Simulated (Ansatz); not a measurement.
# Equation of state of CdTe

```cif
data_structure
_symmetry_space_group_name_H-M 'Cmcm'
_symmetry_Int_Tables_number 63
_cell_length_a 6.1306
_cell_length_b 6.1892
_cell_length_c 6.0907
_cell_angle_alpha 90.000
_cell_angle_beta 90.000
_cell_angle_gamma 90.000
_cell_volume 231.10
loop_
_atom_site_label
_atom_site_type_symbol
_atom_site_symmetry_multiplicity
_atom_site_Wyckoff_symbol
_atom_site_fract_x
_atom_site_fract_y
_atom_site_fract_z
_atom_site_occupancy
Cd1 Cd 4 c 0.50000 0.22297 0.75000 1
Te1 Te 4 c 0.50000 0.73386 0.75000 1
```

The runs use the primitive cell with vectors (3.065, -3.095, 0.000), (3.065, 3.095, 0.000), (0.000, 0.000, 6.091) Å, to which the k mesh refers.

Structure from Materials Project entry mp-1066480 (possibly hypothetical), not relaxed further.

Spin–orbit coupling is left out, though it moves levels of the heavy atoms by tenths of an eV or more.

Methods: DFT, PBE, all-electron LAPW, scalar-relativistic (Ansatz 0.2.0); DFT, PBE, PAW with Ansatz's default frozen-core files, scalar-relativistic (Ansatz 0.2.0).

For LAPW: a Γ-centred 9×9×6 k mesh, Fermi–Dirac smearing of 0.05 eV, basis error target 1 meV/atom, no spin polarisation. PAW takes a cutoff of 420 eV at this cell. The Ansatz runs share mesh, smearing and spin set-up. Plane-wave (PAW) pressures include the program's estimate of the Pulay term.

The cell above is scaled evenly, with fractional coordinates and shape held.

Problem. Estimate the equilibrium volume and bulk modulus that LAPW (all electrons) gives for this fixed shape.

Solution. V0 = 28.73 Å³/atom, B0 = 46 GPa, B0′ = 5.0, from a third-order Birch–Murnaghan fit to these pressures:
```tsv
V/V(cell)	V (Å³/atom)	P, LAPW (GPa)	P, PAW (GPa)	free energy over the lowest listed, PAW (meV/atom)
0.9400	27.154	3.01	3.00	13.8
0.9600	27.732	1.79	1.78	5.2
0.9800	28.310	0.71	0.70	0.8
0.9900	28.599	0.21	0.20	0.0
1.0000	28.888	-0.25	-0.26	0.1
1.0100	29.176	-0.69	-0.70	0.9
1.0200	29.465	-1.11	-1.12	2.6
1.0400	30.043	-1.86	-1.87	8.0
1.0600	30.621	-2.53	-2.54	15.9
```

PAW's V0 lies -0.02 % from the all-electron value and its B0 0.1 %. With shape and internal coordinates held, B0 is an upper bound to the relaxed modulus.
